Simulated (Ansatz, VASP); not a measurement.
## HgH2 in VASP and in Ansatz

```xyz
3
Lattice="3.7363 0.0000 0.0000 0.0000 3.7363 0.0000 0.0000 0.0000 3.3314" Properties=species:S:1:pos:R:3 pbc="T T T"
Hg    1.8681    1.8681    1.6657
H     1.8681    0.0000    1.6657
H     0.0000    1.8681    1.6657
```

Alike in both runs: functional PBE; k mesh 12 × 12 × 14; occupations gaussian, width 0.1 eV; no spin polarisation.

Ansatz relaxed the structure, and its values are those at the end. VASP's run is a single point on that final structure, the one shown.

|  | VASP | Ansatz |
| --- | --- | --- |
| version | VASP 6.6.1 | Ansatz 0.2.0 |
| potentials or method | VASP PAW PBE potentials, release 64 (Hg, H) | scalar-relativistic, plane waves, PAW |
| plane-wave cutoff (eV) | 520 | 420 |
| valence electrons in the cell | 14 | 22 |

```tsv
	VASP	Ansatz	Ansatz less VASP
gap on the k mesh at the Fermi level (eV)	none	none	-
pressure (GPa)	0.2	0.0	-0.24
```

A gap of «none» marks a metal or a gap that the smearing closes. The two sets of potentials don't hold the same shells in valence.

Spin-orbit coupling is left out, which matters for the levels of Hg.
